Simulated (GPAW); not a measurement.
# Al2Pt (Fm-3m) in GPAW: notebook, part 3 of 3

GPAW 26.7.0.

### 7 Fermi surface, PBE

This run uses another cell than the first one, of 18.06 Å³/atom, 1.050 times its volume.

run.py

```python
import json
import numpy as np
from ase.dft.bandgap import bandgap
from ase.io import read, write
from ase.units import GPa
from gpaw import GPAW, PW

atoms = read('Al2Pt.xyz')

calc = GPAW(mode=PW(510),
            xc='PBE',
            kpts={'size': (8, 8, 8), 'gamma': True},
            occupations={'name': 'fermi-dirac', 'width': 0.05},
            nbands=23,
            convergence={'density': 1e-05, 'energy': 1e-05},
            maxiter=150,
            txt='gpaw.txt')
atoms.calc = calc
energy = atoms.get_potential_energy()
forces = atoms.get_forces()
stress = atoms.get_stress()
calc.write('gs.gpw')
write('result.traj', atoms)
print(f'Energy: {energy:.6f} eV')
print('Forces (eV/A):')
print(forces.round(4))
print('Stress (GPa):', (stress / GPa).round(3))
print('Fermi level:', round(calc.get_fermi_level(), 4), 'eV')
print(f'Gap: {bandgap(calc)[0]:.4f} eV, direct: {bandgap(calc, direct=True)[0]:.4f} eV')

size = (12, 12, 12)
dense = calc.fixed_density(kpts={'size': size, 'gamma': True}, update_fermi_level=True,
                           convergence={'bands': 'CBM+2.0', 'eigenstates': 1e-7}, txt='dense.txt')
ef = dense.get_fermi_level()
index = np.round(dense.get_bz_k_points() * size).astype(int) % size
recip = 2 * np.pi * atoms.cell.reciprocal()
sheets = []
for s, e_kn in enumerate(dense.eigenvalues()):
    for n in range(e_kn.shape[1] - 2):
        if e_kn[:, n].min() < ef < e_kn[:, n].max():
            e = np.empty(size)
            e[tuple(index.T)] = e_kn[dense.get_bz_to_ibz_map(), n] - ef
            de = np.array([(np.roll(e, -1, c) - np.roll(e, 1, c)) * size[c] / 2 for c in range(3)])
            v = np.linalg.norm(np.einsum('vc,cxyz->vxyz', np.linalg.inv(recip), de), axis=0)
            w = np.exp(-(e / 0.1)**2) / (0.1 * np.pi**0.5)
            sheets.append({'spin': s, 'band': n, 'filled': (e < 0).mean(), 'dos': w.mean(), 'bottom': e.min(), 'top': e.max(),
                           'velocity': (w * v).sum() / w.sum() * 1.519267e5, 'slice': e[:, :, 0].round(3).tolist()})
            print(f'spin {s} band {n}: filled share {sheets[-1]["filled"]:.3f}, from {e.min():.3f} to {e.max():.3f} eV,',
                  f'{w.mean():.3f} states/eV, mean velocity {sheets[-1]["velocity"]:.3e} m/s')
print('Fermi level on the dense mesh:', round(ef, 4), 'eV,', len(sheets), 'sheets')
json.dump({'ef': ef, 'sheets': sheets}, open('fermi.json', 'w'))
```

Al2Pt.xyz

```xyz
3
Lattice="0.0000000000 3.0034512344 3.0034512344 3.0034512344 0.0000000000 3.0034512344 3.0034512344 3.0034512344 0.0000000000" Properties=species:S:1:pos:R:3 pbc="T T T"
Pt     0.0000000000      0.0000000000      0.0000000000
Al     4.5051768516      4.5051768516      4.5051768516
Al     1.5017256172      1.5017256172      1.5017256172
```

Potentials or basis: GPAW PAW data sets (gpaw-data 1.2.1), pw.

On the command line:

```
$ OMP_NUM_THREADS=1 python run.py
```

gpaw.txt:

```text
__  _  _
 | _ |_)|_||  |
 |__||  | ||/\| - 26.7.0

Input parameters:
  mode=PW(ecut=510.0),
  convergence={'density': 1e-05, 'energy': 1e-05},
  kpts=MonkhorstPack(size=(8, 8, 8), gamma=True),
  maxiter=150,
  nbands=23,
  occupations=Occupations(name='fermi-dirac', width=0.05),
  xc=XC(name='PBE')

Diagonalizing LCAO Hamiltonian
Converting LCAO to pw mode

                     Al

            Al

       Pt

Atoms  # Å, Bohr magnetons
|   | symbol |        x |        y |        z |    initial magnetic moments |
|---|--------|----------|----------|----------|-----------------------------|
| 0 |     Pt | 0.000000 | 0.000000 | 0.000000 | ( 0.0000,  0.0000,  0.0000) |
| 1 |     Al | 4.505177 | 4.505177 | 4.505177 | ( 0.0000,  0.0000,  0.0000) |
| 2 |     Al | 1.501726 | 1.501726 | 1.501726 | ( 0.0000,  0.0000,  0.0000) |

Unit cell  # Å
| periodic |        x |        y |        z |  lengths |    angles |
|----------|----------|----------|----------|----------|-----------|
|      yes | 0.000000 | 3.003451 | 3.003451 | 4.247521 | 60.000000 |
|      yes | 3.003451 | 0.000000 | 3.003451 | 4.247521 | 60.000000 |
|      yes | 3.003451 | 3.003451 | 0.000000 | 4.247521 | 60.000000 |

Number of symmetries: 48
Symmetry operations  # r_c * U_cc + t_c -> r_c
|    | kind |            matrix            |
|----|------|------------------------------|
|  0 |  σ   |  1, 0, 0,  1, 0,-1,  1,-1, 0 |
|  1 |  C2  |  1, 0, 0,  1,-1, 0,  1, 0,-1 |
|  2 |  E   |  1, 0, 0,  0, 1, 0,  0, 0, 1 |
|  3 |  σ   |  1, 0, 0,  0, 0, 1,  0, 1, 0 |
|  4 |  C4  |  1, 0,-1,  1, 0, 0,  1,-1, 0 |
|  5 |  S6  |  1, 0,-1,  1,-1, 0,  1, 0, 0 |
|  6 |  σ   |  1, 0,-1,  0, 1,-1,  0, 0,-1 |
|  7 |  C3  |  1, 0,-1,  0, 0,-1,  0, 1,-1 |
|  8 |  S6  |  1,-1, 0,  1, 0, 0,  1, 0,-1 |
|  9 |  C4  |  1,-1, 0,  1, 0,-1,  1, 0, 0 |
| 10 |  C3  |  1,-1, 0,  0,-1, 1,  0,-1, 0 |
| 11 |  σ   |  1,-1, 0,  0,-1, 0,  0,-1, 1 |
| 12 |  σ   |  0, 1, 0,  1, 0, 0,  0, 0, 1 |
| 13 |  C4  |  0, 1, 0,  0, 1,-1, -1, 1, 0 |
| 14 |  C3  |  0, 1, 0,  0, 0, 1,  1, 0, 0 |
| 15 |  S6  |  0, 1, 0, -1, 1, 0,  0, 1,-1 |
| 16 |  C2  |  0, 1,-1,  1, 0,-1,  0, 0,-1 |
| 17 |  σ   |  0, 1,-1,  0, 1, 0, -1, 1, 0 |
| 18 |  S4  |  0, 1,-1,  0, 0,-1,  1, 0,-1 |
| 19 |  C4  |  0, 1,-1, -1, 1, 0,  0, 1, 0 |
| 20 |  C3  |  0, 0, 1,  1, 0, 0,  0, 1, 0 |
| 21 |  σ   |  0, 0, 1,  0, 1, 0,  1, 0, 0 |
| 22 |  S6  |  0, 0, 1,  0,-1, 1, -1, 0, 1 |
| 23 |  C4  |  0, 0, 1, -1, 0, 1,  0,-1, 1 |
| 24 |  S4  |  0, 0,-1,  1, 0,-1,  0, 1,-1 |
| 25 |  C3  |  0, 0,-1,  0, 1,-1,  1, 0,-1 |
[... 101 lines left out ...]
    compensation charges:
      type: gauss
      rc: 0.34  # [Å]
      lmax: 2
    cutoffs:
      filter: 1.91  # [Å]
      core: 2.36  # [Å]
    projectors
    | kind |    occ | energy [eV] | rcut [Å] |
    |------|--------|-------------|----------|
    |   3s |  2.000 |      -7.753 |    1.085 |
    |   3p |  1.000 |      -2.712 |    1.085 |
    |    s |        |      19.459 |    1.085 |
    |    p |        |      24.499 |    1.085 |
    |    d |        |       0.000 |    1.085 |

    Using partial waves for Al as LCAO basis

Reference energy: -513582.209297  # eV

eigensolver:
  PPCG
  Converge bands: occupied
  niter=2

density mixing:
  MSR1-Mixer
  Pratt-step length: 0.05
  Maximum mixing coefficient: 0.75
  Old densities: 10
  SVD Regularization: 0.005
  Good broyden scale: 1.0
  Trust region scale: 1.0
  Backstep threshold: 4.0
  History deletion threshold: 6.0
  Fourier metric: weight=20.0, sigma=0.015

occupation numbers:
  Fermi-Dirac:
    width: 0.0500  # eV

poisson solver:
  ecut: 4080.0  # eV

xc functional:
  name: PBE with 2 nearest neighbor stencil

convergence criteria:
- Maximum integral of absolute [dens]ity change: 1e-05 electrons / valence electron
- Maximum [total energy] change in last 3 cyles: 1e-05 eV / valence electron
- Maximum integral of absolute [eigenst]ate change: 4e-08 eV^2 / valence electron
maximum number of iterations: 150

SCF iterations
|iter     | |      energy | eigst |  dens |
|---------|-|-------------|-------|-------|
|iter:   1| |  -17.218897 | +0.34 |       |
|iter:   2| |  -16.983651 | -2.20 | -0.99 |
|iter:   3| |  -16.489809 | -1.81 | -1.04 |
|iter:   4| |  -16.464074 | -3.11 | -1.45 |
|iter:   5| |  -16.456751 | -3.24 | -1.77 |
|iter:   6| |  -16.457057 | -4.49 | -2.56 |
|iter:   7| |  -16.457121 | -5.03 | -3.05 |
|iter:   8| |  -16.457121c| -6.92 | -3.96 |
|iter:   9| |  -16.457120c| -7.18 | -4.24 |
|iter:  10| |  -16.457120c| -8.40c| -5.52c|

Converged in 10 steps
Energy contributions relative to reference atoms: (reference = -513582.209297)

Energy contributions:
  Kinetic:          -6.336673
  Coulomb:           4.950635
  Zero:             -0.413074
  External:          0.000000
  Xc:              -14.651558
  Entropy:          -0.012900
  Spinorbit:         0.000000
  ----------------------------
  Free energy:     -16.463571
  Extrapolated:    -16.457120

dipole moment: (-20.799873, -20.799873, -20.799873)  # |e|*Ang

Fermi level: 7.047
Eigenvalues  # (at kpt = [0.000, 0.000, 0.000])
| band index |      eig [eV] | occ [0-2] |
|------------|---------------|-----------|
|          0 |       -45.990 |     2.000 |
|          1 |       -45.990 |     2.000 |
|          2 |       -45.990 |     2.000 |
|          3 |        -2.790 |     2.000 |
|          4 |         2.291 |     2.000 |
|          5 |         2.291 |     2.000 |
[... 9 lines left out ...]
|         15 |        12.191 |     0.000 |
|         16 |        13.253 |     0.000 |
|        ... |               |           |
|         22 |        19.113 |     0.000 |

No gap
No difference between direct/indirect transitions

Forces  # eV/Ang
|        x |        y |        z |
|----------|----------|----------|
| -0.00000 | -0.00000 |  0.00000 |  # Pt   0
| -0.00000 | -0.00000 | -0.00000 |  # Al   1
|  0.00000 |  0.00000 |  0.00000 |  # Al   2

Stress tensor  # eV/Ang^3
|         x |         y |         z |
|-----------|-----------|-----------|
|  0.020605 |  0.000000 | -0.000000 |
|  0.000000 |  0.020605 | -0.000000 |
| -0.000000 | -0.000000 |  0.020605 |

# Writing to gs.gpw (mode='')
```

stdout:

```text
Energy: -16.457120 eV
Forces (eV/A):
[[-0. -0.  0.]
 [-0. -0. -0.]
 [ 0.  0.  0.]]
Stress (GPa): [ 3.301  3.301  3.301 -0.    -0.     0.   ]
Fermi level: 7.0472 eV
Gap: 0.0000 eV, direct: 0.0000 eV
spin 0 band 9: filled share 0.921, from -3.338 to 2.583 eV, 0.079 states/eV, mean velocity 1.463e+06 m/s
spin 0 band 10: filled share 0.686, from -2.707 to 3.770 eV, 0.236 states/eV, mean velocity 9.916e+05 m/s
spin 0 band 11: filled share 0.373, from -1.538 to 3.770 eV, 0.271 states/eV, mean velocity 6.862e+05 m/s
Fermi level on the dense mesh: 7.1044 eV, 3 sheets
```

It took 54 s on 1 thread of Arm Neoverse V1, shared host; peak memory 0.24 GiB.

What came out:

| Property | Result |
| --- | --- |
| Free energy | -16.4636 eV |
| Pressure | -3.3 GPa |
| Band gap on the k mesh | none (metal or under the smearing width) |

Levels at points of the mesh, in eV from the Fermi level:
| k point | band 7 | band 8 | band 9 | band 10 | band 11 | band 12 | band 13 | band 14 | band 15 | band 16 |
| --- | --- | --- | --- | --- | --- | --- | --- | --- | --- | --- |
| (0.00, 0.00, 0.00) | -4.76 | -3.49 | -3.49 | 2.62 | 3.83 | 3.83 | 3.83 | 5.14 | 5.14 | 5.14 |
| (0.50, 0.50, 0.00) | -3.56 | -3.56 | -3.21 | -3.04 | -1.48 | -1.48 | 2.82 | 3.33 | 8.08 | 10.35 |
| (0.50, 0.50, 0.50) | -4.45 | -3.49 | -3.28 | -3.28 | 1.05 | 1.05 | 3.70 | 4.95 | 4.95 | 4.98 |

Caveat: the cutoff is short for stress and forces, so pressures can be off by a GPa or more.

### 8 Summary

| cell | gap on the mesh (eV) | pressure (GPa) |
| --- | --- | --- |
| Fm-3m, 17.2 Å³/atom | none | 2.9 |
| Fm-3m, 16.34 Å³/atom | none | 11.0 |
| Fm-3m, 15.48 Å³/atom | none | 21.6 |
| Fm-3m, 14.62 Å³/atom | none | 35.5 |
| Fm-3m, 13.76 Å³/atom | none | 53.8 |
| Fm-3m, 18.06 Å³/atom | none | -3.3 |

Alike in all rows: task Fermi surface; level PBE; potentials or basis GPAW PAW data sets (gpaw-data 1.2.1), pw; no spin polarisation; k mesh 8 × 8 × 8; cutoff (eV) 510; smearing fermi-dirac 0.05 eV.

Every run on the cell as given and a fine mesh finds a metal.

Caveats: the cutoff is short for stress and forces, so pressures can be off by a GPa or more.

Absolute energies hang on the potentials; compare differences alone.
